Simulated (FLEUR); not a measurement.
Input of a FLEUR MaX-R8.1 (later development tree) run:

Contents of inp.xml:

```xml
<?xml version="1.0" encoding="UTF-8" standalone="no"?>
<fleurInput fleurInputVersion="0.39">
   <comment>
      HfC                                                                                                 
   </comment>
   <calculationSetup>
      <cutoffs Kmax="4.62" Gmax="14.3" GmaxXC="14.3" numbands="0"/>
      <scfLoop itmax="60" minDistance="0.00001" maxIterBroyd="15" imix="Anderson" alpha="0.05" precondParam="0.0" spinf="2.0" sdNocoIR="T"/>
      <coreElectrons ctail="F" frcor="F" kcrel="0" coretail_lmax="0"/>
      <xcFunctional name="LibXC" relativisticCorrections="F">
         <LibXCName exchange="mgga_x_scan" correlation="mgga_c_scan"/>
         <AuxGGA exchange="117" correlation="130"/>
      </xcFunctional>
      <magnetism jspins="1"/>
      <soc l_soc="F" theta="0.0" phi="0.0" spav="F"/>
      <expertModes spex="0" secvar="F"/>
      <geometryOptimization l_f="F" forcealpha="1.0" forcemix="BFGS" epsdisp="0.00001" epsforce="0.00001"/>
      <ldaU l_linMix="F" mixParam="0.05" spinf="1.0"/>
   </calculationSetup>
   <cell>
      <bzIntegration valenceElectrons="30.0" mode="hist" fermiSmearingEnergy="0.00183747">
         <kPointListSelection listName="default-1"/>
         <!-- k-points included here -->
         <xi:include xmlns:xi="http://www.w3.org/2001/XInclude" href="kpts.xml"> </xi:include>
      </bzIntegration>
      <!-- symmetry operations included here -->
      <xi:include xmlns:xi="http://www.w3.org/2001/XInclude" href="sym.xml"> </xi:include>
      <bulkLattice scale="1.0">
         <bravaisMatrix>
            <row-1>    0.0000000000000000     4.3936132396950001     4.3936132396950001</row-1>
            <row-2>    4.3936132396950001     0.0000000000000000     4.3936132396950001</row-2>
            <row-3>    4.3936132396950001     4.3936132396950001     0.0000000000000000</row-3>
         </bravaisMatrix>
      </bulkLattice>
   </cell>
   <atomSpecies>
      <species name="Hafnium (Hf)" element="Hf" atomicNumber="72">
         <mtSphere radius="2.51" gridPoints="829" logIncrement="0.016"/>
         <atomicCutoffs lmax="10" lnonsphr="8"/>
         <electronConfig flipSpins="F">
            <coreConfig>(1s1/2) (2s1/2) (2p1/2) (2p3/2) (3s1/2) (3p1/2) (3p3/2) (4s1/2) (3d3/2) (3d5/2) (4p1/2) (4p3/2) (4d3/2) (4d5/2)</coreConfig>
            <valenceConfig>(5s1/2) (5p1/2) (5p3/2) (6s1/2) (4f5/2) (4f7/2) (5d3/2) (5d5/2)</valenceConfig>
            <stateOccupation state="(5d3/2)" spinUp="0.400000" spinDown="0.400000"/>
            <stateOccupation state="(5d5/2)" spinUp="0.600000" spinDown="0.600000"/>
         </electronConfig>
         <energyParameters s="6" p="6" d="5" f="4"/>
         <lo type="SCLO" l="0" n="5" eDeriv="0"/>
         <lo type="SCLO" l="1" n="5" eDeriv="0"/>
         <lo type="SCLO" l="2" n="5" eDeriv="2"/>
         <lo type="SCLO" l="3" n="4" eDeriv="2"/>
      </species>
      <species name="Carbon (C)" element="C" atomicNumber="6">
         <mtSphere radius="1.56" gridPoints="517" logIncrement="0.02"/>
         <atomicCutoffs lmax="8" lnonsphr="6"/>
         <electronConfig flipSpins="F">
            <coreConfig>(1s1/2)</coreConfig>
            <valenceConfig>(2s1/2) (2p1/2) (2p3/2)</valenceConfig>
            <stateOccupation state="(2p1/2)" spinUp="0.333333" spinDown="0.333333"/>
            <stateOccupation state="(2p3/2)" spinUp="0.666667" spinDown="0.666667"/>
         </electronConfig>
         <energyParameters s="2" p="2" d="3" f="4"/>
         <lo type="SCLO" l="0" n="2" eDeriv="2"/>
         <lo type="SCLO" l="1" n="2" eDeriv="2"/>
         <lo type="SCLO" l="2" n="3" eDeriv="2"/>
      </species>
   </atomSpecies>
   <atomGroups>
      <atomGroup species="Hafnium (Hf)">
         <relPos label="                   1">1.000/2.000 1.000/2.000 1.000/2.000</relPos>
         <force calculate="T" relaxXYZ="TTT"/>
      </atomGroup>
      <atomGroup species="Carbon (C)">
         <relPos label="                   2">.0000000000 .0000000000 .0000000000</relPos>
         <force calculate="T" relaxXYZ="TTT"/>
      </atomGroup>
   </atomGroups>
   <output dos="F" band="F" slice="F">
      <checks vchk="F" cdinf="F"/>
      <bandDOS minEnergy="-.5*Htr" maxEnergy="0.5*Htr" sigma="0.015" storeEVData="T"/>
      <vacuumDOS vacdos="F" integ="F" star="F" nstars="0" locx1="0.0" locy1="0.0" locx2="0.0" locy2="0.0" nstm="0" tworkf="0.0"/>
      <unfoldingBand unfoldBand="F" supercellX="1" supercellY="1" supercellZ="1"/>
      <plotting iplot="0" polar="F">
         <plot TwoD="T" vec1="  1.0  0.0  0.0" vec2="  0.0  1.0  0.0" vec3="  0.0  0.0  1.0" zero="  0.0  0.0  0.0" file="plot"/>
      </plotting>
      <chargeDensitySlicing numkpt="0" minEigenval="0.0" maxEigenval="0.0" nnne="0" pallst="F"/>
      <specialOutput eonly="F"/>
      <moessbauerParams electricFieldGradient="T" isomerShift="T" coreHyperfine="T" valenceHyperfine="T"/>
      <magneticCircularDichroism mcd="F" energyLo="-10.0" energyUp="0.0"/>
   </output>
  <!-- We include the file relax.xml here to enable relaxations (see documentation) -->
  <xi:include xmlns:xi="http://www.w3.org/2001/XInclude" href="relax.xml"> <xi:fallback/> </xi:include>
</fleurInput>
```

Contents of crystal.txt:

```
HfC
&input cartesian=F /
0.0000000000  2.3250000000  2.3250000000
2.3250000000  0.0000000000  2.3250000000
2.3250000000  2.3250000000  0.0000000000
1.8897261246
1.0 1.0 1.0

2
72 0.5000000000  0.5000000000  0.5000000000
6 0.0000000000  0.0000000000  0.0000000000

&kpt div1=10 div2=10 div3=10 gamma=T /
```

Contents of inp.xml (bands):

```
<?xml version="1.0" encoding="UTF-8" standalone="no"?>
<fleurInput fleurInputVersion="0.39">
   <comment>
      HfC                                                                                                 
   </comment>
   <calculationSetup>
      <cutoffs Kmax="4.62" Gmax="14.3" GmaxXC="14.3" numbands="0"/>
      <scfLoop itmax="60" minDistance="0.00001" maxIterBroyd="15" imix="Anderson" alpha="0.05" precondParam="0.0" spinf="2.0" sdNocoIR="T"/>
      <coreElectrons ctail="F" frcor="F" kcrel="0" coretail_lmax="0"/>
      <xcFunctional name="LibXC" relativisticCorrections="F">
         <LibXCName exchange="mgga_x_scan" correlation="mgga_c_scan"/>
         <AuxGGA exchange="117" correlation="130"/>
      </xcFunctional>
      <magnetism jspins="1"/>
      <soc l_soc="F" theta="0.0" phi="0.0" spav="F"/>
      <expertModes spex="0" secvar="F"/>
      <geometryOptimization l_f="F" forcealpha="1.0" forcemix="BFGS" epsdisp="0.00001" epsforce="0.00001"/>
      <ldaU l_linMix="F" mixParam="0.05" spinf="1.0"/>
   </calculationSetup>
   <cell>
      <bzIntegration valenceElectrons="30.0" mode="hist" fermiSmearingEnergy="0.00183747">
         <kPointListSelection listName="path-1"/>
         <!-- k-points included here -->
         <xi:include xmlns:xi="http://www.w3.org/2001/XInclude" href="kpts.xml"> </xi:include>
      </bzIntegration>
      <!-- symmetry operations included here -->
      <xi:include xmlns:xi="http://www.w3.org/2001/XInclude" href="sym.xml"> </xi:include>
      <bulkLattice scale="1.0">
         <bravaisMatrix>
            <row-1>    0.0000000000000000     4.3936132396950001     4.3936132396950001</row-1>
            <row-2>    4.3936132396950001     0.0000000000000000     4.3936132396950001</row-2>
            <row-3>    4.3936132396950001     4.3936132396950001     0.0000000000000000</row-3>
         </bravaisMatrix>
      </bulkLattice>
   </cell>
   <atomSpecies>
      <species name="Hafnium (Hf)" element="Hf" atomicNumber="72">
         <mtSphere radius="2.51" gridPoints="829" logIncrement="0.016"/>
         <atomicCutoffs lmax="10" lnonsphr="8"/>
         <electronConfig flipSpins="F">
            <coreConfig>(1s1/2) (2s1/2) (2p1/2) (2p3/2) (3s1/2) (3p1/2) (3p3/2) (4s1/2) (3d3/2) (3d5/2) (4p1/2) (4p3/2) (4d3/2) (4d5/2)</coreConfig>
            <valenceConfig>(5s1/2) (5p1/2) (5p3/2) (6s1/2) (4f5/2) (4f7/2) (5d3/2) (5d5/2)</valenceConfig>
            <stateOccupation state="(5d3/2)" spinUp="0.400000" spinDown="0.400000"/>
            <stateOccupation state="(5d5/2)" spinUp="0.600000" spinDown="0.600000"/>
         </electronConfig>
         <energyParameters s="6" p="6" d="5" f="4"/>
         <lo type="SCLO" l="0" n="5" eDeriv="0"/>
         <lo type="SCLO" l="1" n="5" eDeriv="0"/>
         <lo type="SCLO" l="2" n="5" eDeriv="2"/>
         <lo type="SCLO" l="3" n="4" eDeriv="2"/>
      </species>
      <species name="Carbon (C)" element="C" atomicNumber="6">
         <mtSphere radius="1.56" gridPoints="517" logIncrement="0.02"/>
         <atomicCutoffs lmax="8" lnonsphr="6"/>
         <electronConfig flipSpins="F">
            <coreConfig>(1s1/2)</coreConfig>
            <valenceConfig>(2s1/2) (2p1/2) (2p3/2)</valenceConfig>
            <stateOccupation state="(2p1/2)" spinUp="0.333333" spinDown="0.333333"/>
            <stateOccupation state="(2p3/2)" spinUp="0.666667" spinDown="0.666667"/>
         </electronConfig>
         <energyParameters s="2" p="2" d="3" f="4"/>
         <lo type="SCLO" l="0" n="2" eDeriv="2"/>
         <lo type="SCLO" l="1" n="2" eDeriv="2"/>
         <lo type="SCLO" l="2" n="3" eDeriv="2"/>
      </species>
   </atomSpecies>
   <atomGroups>
      <atomGroup species="Hafnium (Hf)">
         <relPos label="                   1">1.000/2.000 1.000/2.000 1.000/2.000</relPos>
         <force calculate="T" relaxXYZ="TTT"/>
      </atomGroup>
      <atomGroup species="Carbon (C)">
         <relPos label="                   2">.0000000000 .0000000000 .0000000000</relPos>
         <force calculate="T" relaxXYZ="TTT"/>
      </atomGroup>
   </atomGroups>
   <output dos="F" band="T" slice="F">
      <checks vchk="F" cdinf="F"/>
      <bandDOS minEnergy="-.5*Htr" maxEnergy="0.5*Htr" sigma="0.015" storeEVData="T"/>
      <vacuumDOS vacdos="F" integ="F" star="F" nstars="0" locx1="0.0" locy1="0.0" locx2="0.0" locy2="0.0" nstm="0" tworkf="0.0"/>
      <unfoldingBand unfoldBand="F" supercellX="1" supercellY="1" supercellZ="1"/>
      <plotting iplot="0" polar="F">
         <plot TwoD="T" vec1="  1.0  0.0  0.0" vec2="  0.0  1.0  0.0" vec3="  0.0  0.0  1.0" zero="  0.0  0.0  0.0" file="plot"/>
      </plotting>
      <chargeDensitySlicing numkpt="0" minEigenval="0.0" maxEigenval="0.0" nnne="0" pallst="F"/>
      <specialOutput eonly="F"/>
      <moessbauerParams electricFieldGradient="T" isomerShift="T" coreHyperfine="T" valenceHyperfine="T"/>
      <magneticCircularDichroism mcd="F" energyLo="-10.0" energyUp="0.0"/>
   </output>
  <!-- We include the file relax.xml here to enable relaxations (see documentation) -->
  <xi:include xmlns:xi="http://www.w3.org/2001/XInclude" href="relax.xml"> <xi:fallback/> </xi:include>
</fleurInput>
```

Potentials or basis: all-electron, FLAPW.

Command:

```sh
$ inpgen -f crystal.txt -profile fastHighL
$ # inp.xml edited to the form shown
$ fleur_MPI
$ fleur_MPI   # second run, on inp.xml (bands)
```

Problem. Estimate the band gap along the path.

Solution. None (metal or under the smearing width).

Core levels (eV from the Fermi level):
```csv
atom,levels
1 Hf,"1s1/2 -65198.0, 2s1/2 -11138.0, 2p1/2 -10635.4, 2p3/2 -9443.6, 3s1/2 -2533.1, 3p1/2 -2310.8, 3p3/2 -2055.3, 4s1/2 -505.6, 3d3/2 -1679.8, 3d5/2 -1624.1, 4p1/2 -414.5, 4p3/2 -356.1, 4d3/2 -206.7, 4d5/2 -196.0"
2 C,1s1/2 -264.8
```

Caveat: the meta-GGA is that of a development version, with a GGA for the radial functions and cores and without core tails; spin-orbit coupling is left out, which moves the levels of the heavy elements.
